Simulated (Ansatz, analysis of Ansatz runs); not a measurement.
# KZnF3 (Pm-3m), nudged elastic band: H turning about F (q = +1)

How high is the barrier when H changes place in KZnF3 (Pm-3m)? The case: H turning about F, charge +1, in a cell of 40 host atoms with 1 H put in.

Program: Ansatz 0.2.0. Level of theory: plane-wave PAW DFT, PBEsol; nudged elastic band between two relaxed defect structures at fixed charge in a uniform background. Results are calculated unless marked as measured.

This is a report of a sequence of runs, with most program output left out.

**1. Set-up**

The cell holds 41 atoms: 8 K, 8 Zn, 24 F and 1 H. Cell: a = 8.104 Å, b = 8.104 Å, c = 8.104 Å, α = 90.0°, β = 90.0°, γ = 90.0°. It derives from KZnF3 (space group Pm-3m). Nearest the centre at fractional (0.207, 0.414, 0.293): H41 at 0.49 Å, F14 at 0.85 Å, Zn2 at 1.42 Å, F10 at 2.17 Å, F3 at 2.17 Å, K16 at 2.47 Å, F23 at 2.74 Å, F5 at 2.74 Å. The cell carries charge +1.

The cell's shortest repeat is 8.1 Å.

**2. Relaxation of the start point, charge +1**

A barrier is counted from a minimum, so both ends are relaxed first. Small random displacements break the symmetry of the ideal sites, so that the defect can distort if it gains by it. The charge of +1 is set by the electron count, and a uniform background keeps the cell neutral.

File qp1_c40k8s.start/input.yaml:

```yaml
crystal:
  lattice:
    - [8.10382887, 0.0, 0.0]
    - [0.0, 8.10382887, 0.0]
    - [0.0, 0.0, 8.10382887]
  atoms:
    - { symbol: K, position: [0.0, 0.0, 0.0] }
    - { symbol: Zn, position: [0.25, 0.25, 0.25] }
    - { symbol: F, position: [0.0, 0.25, 0.25] }
    - { symbol: F, position: [0.25, 0.0, 0.25] }
    - { symbol: F, position: [0.25, 0.25, 0.0] }
    - { symbol: K, position: [0.0, 0.0, 0.5] }
    - { symbol: Zn, position: [0.25, 0.25, 0.75] }
    - { symbol: F, position: [0.0, 0.25, 0.75] }
[... 29 atom lines left out ...]
    - { symbol: F, position: [0.5, 0.75, 0.75] }
    - { symbol: F, position: [0.75, 0.5, 0.75] }
    - { symbol: F, position: [0.75, 0.75, 0.5] }
    - { symbol: H, position: [0.164394, 0.414394, 0.25] }
total_charge: 1
basis:
  ecutwfc: 420
  xc_grid: 2
hamiltonian:
  xc: pbesol
kpoints:
  mp_grid: { grid: [2, 2, 2], shift: [0.5, 0.5, 0.5] }
scf:
  occupations: { method: fixed }
  max_iter: 150
output:
  forces: true
relax:
  f_tol: 0.02
  max_steps: 70
  random_displacement: { amplitude: 0.03, seed: 5455 }
```

Run with:

```sh
$ ansatz run input.yaml --threads 32 --pin off --max-ram 84787MiB --backend cuda --events-out ev --progress --plain --runs-dir out --max-vram 78GiB
```

Elapsed: 4.7 s, on 1 × NVIDIA GB200 with 32 threads of Arm Neoverse V2, shared host; peak memory 1 GiB.

Step by step:

| step | energy less that of the first step (eV) | largest force component (eV/Å) |
| --- | --- | --- |
| 1 | 0.0000 | 6.6453 |
| 2 | -1.2248 | 4.1044 |
| 3 | -2.2059 | 1.1648 |
| 4 | -2.5054 | 0.4866 |
| 5 | -2.5737 | 0.3244 |
| 6 | -2.5911 | 0.1972 |
| 7 | -2.5937 | 0.2043 |
| 8 | -2.6003 | 0.0195 |
| 9 | -2.6003 | 0.0195 |

The atoms that moved most (Å, from the sites as typed, ahead of the random displacement, the mean shift of all atoms taken out):

| atom | dx | dy | dz | length |
| --- | --- | --- | --- | --- |
| F3 | 0.168 | 0.588 | 0.000 | 0.611 |
| F4 | -0.394 | -0.054 | -0.003 | 0.398 |
| H41 | -0.373 | 0.101 | 0.001 | 0.386 |
| Zn2 | 0.188 | -0.260 | 0.000 | 0.321 |
| F24 | 0.284 | 0.045 | 0.000 | 0.288 |
| F13 | -0.014 | -0.286 | 0.000 | 0.286 |
| F23 | 0.075 | -0.258 | 0.000 | 0.268 |
| K16 | -0.079 | 0.085 | 0.200 | 0.232 |

Neighbours of H41 at the end:

| atom | distance (Å) |
| --- | --- |
| F14 | 1.143 |
| F3 | 1.158 |
| Zn2 | 2.107 |
| F13 | 2.528 |
| K16 | 2.547 |
| K11 | 2.549 |
| F5 | 2.701 |
| F10 | 2.702 |

Among the atoms that came to bonding distance: F3–H41 1.16 Å (from 1.88).

This step gave:

- free energy: -57642.3648 eV
- r.m.s. move of the farther half of the atoms: 0.08188 Å
- largest move from the ideal geometry of this structure, a common shift of the far atoms taken out: 0.6021 Å

The relaxation gained 2.600 eV and ended with a largest force component of 0.019 eV/Å.

**3. Relaxation of the end point, charge +1**

The end point is relaxed in the same cell and settings, so that the two energies compare. Atoms more than 3.2 Å from the middle of the hop start where the first relaxation left them, the nearer ones on or close to their ideal places, with small random displacements.

File qp1_c40k8s.end/input.yaml:

```yaml
crystal:
  lattice:
    - [8.10382887, 0.0, 0.0]
    - [0.0, 8.10382887, 0.0]
    - [0.0, 0.0, 8.10382887]
  atoms:
    - { symbol: K, position: [-0.00629985, -0.0038676, -0.01116431] }
    - { symbol: Zn, position: [0.25, 0.25, 0.25] }
    - { symbol: F, position: [0.0, 0.25, 0.25] }
[... 1 atom line left out ...]
    - { symbol: F, position: [0.25, 0.25, 0.0] }
[... 4 atom lines left out ...]
    - { symbol: F, position: [0.25, 0.25, 0.5] }
    - { symbol: K, position: [0.0, 0.5, 0.0] }
    - { symbol: Zn, position: [0.25, 0.75, 0.25] }
    - { symbol: F, position: [-0.00592291, 0.71442094, 0.25000339] }
    - { symbol: F, position: [0.25, 0.5, 0.25] }
[... 1 atom line left out ...]
    - { symbol: K, position: [0.0, 0.5, 0.5] }
[... 6 atom lines left out ...]
    - { symbol: F, position: [0.5, 0.25, 0.25] }
[... 12 atom lines left out ...]
    - { symbol: K, position: [0.5, 0.5, 0.5] }
[... 4 atom lines left out ...]
    - { symbol: H, position: [0.25, 0.414394, 0.335606] }
total_charge: 1
basis:
  ecutwfc: 420
  xc_grid: 2
hamiltonian:
  xc: pbesol
kpoints:
  mp_grid: { grid: [2, 2, 2], shift: [0.5, 0.5, 0.5] }
scf:
  occupations: { method: fixed }
  max_iter: 150
output:
  forces: true
relax:
  f_tol: 0.02
  max_steps: 70
  random_displacement: { amplitude: 0.01, seed: 5455 }
```

It took 5.7 s on 1 × NVIDIA GB200 with 32 threads; peak memory 1 GiB; 26 s of CPU time.

The steps of the relaxation:

| step | energy less that of the first step (eV) | largest force component (eV/Å) |
| --- | --- | --- |
| 1 | 0.0000 | 6.3525 |
| 2 | -1.2283 | 3.9408 |
| 3 | -2.2262 | 1.0379 |
| 4 | -2.4537 | 0.7932 |
| 5 | -2.5649 | 0.1774 |
| 6 | -2.5950 | 0.1198 |
| 7 | -2.5973 | 0.1981 |
| 8 | -2.6032 | 0.1090 |
| 9 | -2.6075 | 0.0244 |
| 10 | -2.6079 | 0.0043 |

The atoms that moved most (Å, from the sites as typed, ahead of the random displacement):

| atom | dx | dy | dz | length |
| --- | --- | --- | --- | --- |
| F10 | -0.022 | 0.581 | -0.169 | 0.605 |
| F4 | 0.402 | -0.003 | 0.391 | 0.561 |
| H41 | -0.022 | 0.094 | 0.374 | 0.386 |
| Zn2 | -0.023 | -0.263 | -0.188 | 0.324 |
| F9 | -0.017 | 0.045 | -0.287 | 0.291 |
| F24 | -0.272 | -0.056 | -0.029 | 0.279 |
| F5 | -0.024 | -0.264 | -0.076 | 0.276 |
| F20 | 0.011 | -0.247 | 0.025 | 0.249 |

Neighbours of H41 at the end:

| atom | distance (Å) |
| --- | --- |
| F14 | 1.145 |
| F10 | 1.157 |
| Zn2 | 2.104 |
| F20 | 2.526 |
| K36 | 2.547 |
| K16 | 2.548 |
| F3 | 2.701 |
| F23 | 2.702 |

Among the atoms that came to bonding distance: F10–H41 1.16 Å (from 1.88).

Numbers from this step:

* free energy: -57642.3649 eV
* r.m.s. move of the farther half of the atoms: 0.08151 Å
* largest move from the ideal geometry of this structure, a common shift of the far atoms taken out: 0.6033 Å

The relaxation gained 2.608 eV and ended with a largest force component of 0.0043 eV/Å. The end lies within 1 meV of the start.

**4. Nudged elastic band, charge +1**

3 movable images are laid between the ends on a pair-potential path, which keeps atoms from colliding in the first guess. Each image feels the true force across the path and a spring force along it. The highest image is set to climb to the top of the path.

This step: plane-wave PAW DFT, PBEsol; nudged elastic band between two relaxed defect structures at fixed charge in a uniform background.

File qp1_c40k8s.neb/input.yaml:

```yaml
crystal:
  lattice:
    - [8.10382887, 0.0, 0.0]
    - [0.0, 8.10382887, 0.0]
    - [0.0, 0.0, 8.10382887]
  atoms:
    - { symbol: K, position: [-0.00227114, -0.00342049, -0.01137759] }
    - { symbol: Zn, position: [0.2730374, 0.21799716, 0.24974672] }
    - { symbol: F, position: [0.02060911, 0.32264747, 0.24983107] }
    - { symbol: F, position: [0.20123584, -0.00650072, 0.24945852] }
    - { symbol: F, position: [0.25633066, 0.24564264, 0.00670206] }
    - { symbol: K, position: [-0.00213686, -0.00339025, 0.51081045] }
    - { symbol: Zn, position: [0.25374442, 0.24812907, 0.7497752] }
    - { symbol: F, position: [0.00425415, 0.25047038, 0.74974766] }
    - { symbol: F, position: [0.25334702, -0.00059187, 0.75002692] }
    - { symbol: F, position: [0.25638755, 0.24510035, 0.49283873] }
    - { symbol: K, position: [-0.00978535, 0.51060835, -0.02490898] }
    - { symbol: Zn, position: [0.24550649, 0.75390153, 0.2497701] }
    - { symbol: F, position: [-0.0018942, 0.71486804, 0.24979011] }
    - { symbol: F, position: [0.24368365, 0.49164329, 0.25007539] }
    - { symbol: F, position: [0.24991132, 0.74415583, 0.00146849] }
    - { symbol: K, position: [-0.00986695, 0.51064587, 0.52450658] }
    - { symbol: Zn, position: [0.2513415, 0.74939294, 0.74977665] }
    - { symbol: F, position: [-0.00046817, 0.75305967, 0.74976992] }
    - { symbol: F, position: [0.24984403, 0.49750465, 0.7495381] }
    - { symbol: F, position: [0.24990543, 0.74467674, 0.49808062] }
    - { symbol: K, position: [0.50807757, -0.00520387, -0.0094108] }
    - { symbol: Zn, position: [0.75292371, 0.25367812, 0.24977619] }
    - { symbol: F, position: [0.50908796, 0.2183379, 0.24973898] }
    - { symbol: F, position: [0.7849561, 0.00563965, 0.24977655] }
    - { symbol: F, position: [0.7631162, 0.25255317, 0.00288905] }
    - { symbol: K, position: [0.50811858, -0.00518032, 0.50900875] }
    - { symbol: Zn, position: [0.75309365, 0.2506287, 0.74978521] }
    - { symbol: F, position: [0.50349014, 0.25061722, 0.74980186] }
    - { symbol: F, position: [0.74969616, 0.00207378, 0.74976739] }
    - { symbol: F, position: [0.76304561, 0.25257223, 0.49666579] }
    - { symbol: K, position: [0.50205219, 0.50161807, -0.00649378] }
    - { symbol: Zn, position: [0.75022619, 0.75108316, 0.24977802] }
    - { symbol: F, position: [0.49479424, 0.7687357, 0.24977697] }
    - { symbol: F, position: [0.72139358, 0.4993849, 0.24978044] }
    - { symbol: F, position: [0.7483614, 0.75287636, 0.00021826] }
    - { symbol: K, position: [0.50204759, 0.50162306, 0.50607135] }
    - { symbol: Zn, position: [0.74781323, 0.75258388, 0.74978402] }
    - { symbol: F, position: [0.49977334, 0.74917647, 0.74978295] }
    - { symbol: F, position: [0.74838159, 0.50113202, 0.74979482] }
    - { symbol: F, position: [0.74835801, 0.75286929, 0.49933852] }
    - { symbol: H, position: [0.11829734, 0.42699832, 0.24993076] }
total_charge: 1
basis:
  ecutwfc: 420
  xc_grid: 2
hamiltonian:
  xc: pbesol
kpoints:
  mp_grid: { grid: [2, 2, 2], shift: [0.5, 0.5, 0.5] }
scf:
  occupations: { method: fixed }
  max_iter: 150
output:
  forces: true
neb:
  images: 3
  f_tol: 0.04
  climbing: true
  initial_path: idpp
  max_iterations: 45
  order_check: false
  final_atoms:
    - { symbol: K, position: [-0.00511348, -0.00508453, -0.0042453] }
    - { symbol: Zn, position: [0.25396554, 0.21861958, 0.23092524] }
    - { symbol: F, position: [0.01091013, 0.24582942, 0.24773747] }
[... 1 atom line left out ...]
    - { symbol: F, position: [0.2538765, 0.21852293, -0.00526849] }
[... 4 atom lines left out ...]
    - { symbol: F, position: [0.25410207, 0.32281277, 0.48327807] }
[... 1 atom line left out ...]
    - { symbol: Zn, position: [0.25399859, 0.7540076, 0.25817675] }
    - { symbol: F, position: [0.00575078, 0.74419738, 0.25383185] }
    - { symbol: F, position: [0.2543283, 0.49153069, 0.26011815] }
[... 1 atom line left out ...]
    - { symbol: K, position: [-0.02074944, 0.51049377, 0.51357693] }
[... 3 atom lines left out ...]
    - { symbol: F, position: [0.25403232, 0.71481861, 0.50549563] }
[... 2 atom lines left out ...]
    - { symbol: F, position: [0.49710062, 0.24524884, 0.24753857] }
[... 12 atom lines left out ...]
    - { symbol: K, position: [0.52881921, 0.51058641, 0.51370308] }
[... 4 atom lines left out ...]
    - { symbol: H, position: [0.25419889, 0.4270476, 0.38578251] }
```

Elapsed: 9.5 s, on 1 × NVIDIA GB200 with 32 threads; peak memory 1.7 GiB.

Images along the path:

| image | path (Å) | energy (eV) | H41: x, y, z (Å) |
| --- | --- | --- | --- |
| 0 | 0.000 | 0.0000 | 0.959, 3.460, 2.025 |
| 1 | 0.626 | 0.1510 | 1.173, 3.530, 2.178 |
| 2 | 1.252 | 0.5340 | 1.517, 3.610, 2.567 |
| 3 | 1.876 | 0.1530 | 1.905, 3.530, 2.910 |
| 4 | 2.499 | 0.0000 | 2.060, 3.461, 3.126 |

This step gave:

```
free energy      : -57641.8315 eV
barrier forward  : 0.5334 eV
barrier backward : 0.5335 eV
end less start   : -1.05e-4 eV
hop length       : 1.557 Å
```

Track of the atom that was set to move:

| image | x (Å) | y (Å) | z (Å) | nearest neighbour | distance (Å) |
| --- | --- | --- | --- | --- | --- |
| 0 | 0.959 | 3.46 | 2.025 | F | 1.143 |
| 1 | 1.173 | 3.53 | 2.178 | F | 1.056 |
| 2 | 1.517 | 3.61 | 2.567 | F | 0.977 |
| 3 | 1.905 | 3.53 | 2.91 | F | 1.056 |
| 4 | 2.06 | 3.461 | 3.126 | F | 1.145 |

The band met its tolerance of 0.04 eV/Å after 9 iterations, with image 2 on top (the start counts as 0). H41, which moves farthest between the ends, has 2 F at 1.14 Å nearest at the start and 1 F at 0.98 Å at the top.

**5. Single point at the top of the path, PBEsol**

A single point at the top of the band gives the levels near the gap and the populations there.

This step: plane-wave PAW DFT, PBEsol; single point of a defect supercell on a structure of the PBEsol path.

File qp1_c40k8s.top.probe/input.yaml:

```yaml
crystal:
  lattice:
    - [8.10382887, 0.0, 0.0]
    - [0.0, 8.10382887, 0.0]
    - [0.0, 0.0, 8.10382887]
  atoms:
    - { symbol: K, position: [-0.00103335, -0.00303414, -0.00792729] }
    - { symbol: Zn, position: [0.26382325, 0.21454328, 0.23994386] }
    - { symbol: F, position: [0.0211692, 0.29443426, 0.25420181] }
[... 1 atom line left out ...]
    - { symbol: F, position: [0.25601632, 0.22600545, -0.00082978] }
[... 4 atom lines left out ...]
    - { symbol: F, position: [0.24963803, 0.2942317, 0.48265296] }
    - { symbol: K, position: [-0.00457052, 0.50203366, -0.00750878] }
    - { symbol: Zn, position: [0.25078622, 0.76058991, 0.25298415] }
    - { symbol: F, position: [0.00484038, 0.71740614, 0.25309501] }
    - { symbol: F, position: [0.26445809, 0.4965754, 0.23963066] }
[... 1 atom line left out ...]
    - { symbol: K, position: [-0.02206797, 0.50743362, 0.52585697] }
[... 3 atom lines left out ...]
    - { symbol: F, position: [0.25074077, 0.71771239, 0.49894865] }
[... 2 atom lines left out ...]
    - { symbol: F, position: [0.5045961, 0.2257191, 0.24781355] }
[... 17 atom lines left out ...]
    - { symbol: H, position: [0.18723379, 0.44546134, 0.31677386] }
total_charge: 1
basis:
  ecutwfc: 420
  xc_grid: 2
hamiltonian:
  xc: pbesol
kpoints:
  mp_grid: { grid: [2, 2, 2], shift: [0.5, 0.5, 0.5] }
scf:
  occupations: { method: fixed }
  max_iter: 150
output:
  forces: true
  eigenvalues: true
  eigenstates: { localisation: true }
  populations: true
  write_density: true
  write_potential: true
  volumetric_format: npy
  elf: true
checkpoint:
  write: "../qp1_c40k8s.top.probe.run"
  compress: false
  write_wavefunctions: false
  write_every: 100000
```

Run time: 2.4 s. Hardware: 1 × NVIDIA GB200 with 32 threads; peak memory 1.2 GiB.

Numbers from this step:

| Property | Result |
| --- | --- |
| free energy | -57641.8315 eV |

From eigenstates.tsv, first k-point; energies on the run's zero. The participation number counts the atoms that a state is spread over, of 41; bands count from 0.

| spin | band | energy (eV) | occupation | participation | largest share on | share |
| --- | --- | --- | --- | --- | --- | --- |
| both | 162 | 3.001 | 2.00 | 23.9 | Zn2 | 0.07 |
| both | 163 | 3.341 | 2.00 | 19.4 | Zn12 | 0.10 |
| both | 164 | 3.551 | 2.00 | 13.9 | Zn2 | 0.13 |
| both | 165 | 3.745 | 2.00 | 15.5 | Zn27 | 0.12 |
| both | 166 | 3.753 | 2.00 | 13.0 | Zn17 | 0.12 |
| both | 167 | 3.793 | 2.00 | 17.5 | Zn22 | 0.09 |
| both | 168 | 8.488 | 0.00 | 31.9 | Zn2 | 0.06 |
| both | 169 | 9.962 | 0.00 | 24.1 | Zn2 | 0.10 |
| both | 170 | 10.101 | 0.00 | 26.6 | Zn22 | 0.09 |
| both | 171 | 10.159 | 0.00 | 20.2 | Zn7 | 0.13 |
| both | 172 | 11.076 | 0.00 | 26.2 | Zn37 | 0.11 |

Under PBEsol at the first k-point of a 2×2×2 shifted mesh, the highest filled state is spread over 18 of 41 atoms, and the lowest empty one, 4.69 eV above it, is spread over 32 of 41 atoms.

The distance between the highest filled and the lowest empty level goes from 4.72 eV at the start to 4.69 eV at the top.

**6. Summary of results**

```
barrier forward                         : 0.53 eV
barrier backward                        : 0.53 eV
end less start                          : 0.00 eV
hop length                              : 1.56 Å
band iterations, as the log counts them : 9
```

In words: The top of the band lies 0.53 eV above the start and 0.53 eV above the end, which are alike in energy and neighbours. For hydrogen, zero-point energy and tunnelling change the rate much, so no rate follows from this barrier alone. At the top H41 stands 0.98 Å from its nearest F, 0.17 Å closer than at the start. The order of the top as a saddle was not checked for all atoms, so a bent path could be lower. No image-charge correction is applied; it largely cancels along a path if the charge stays localised alike. Limits: periodic copies of the defect are only 8.1 Å apart.

[Logs are printed without paths, hosts, clocks, repeated set-up lines and the standing remarks that a program may print on its own settings, such as how far it seeks lower states.]

[Hosts, paths, dates, database ids (printed as entryN), source tags and the programs' standing remarks are cut or masked in the printed files.]
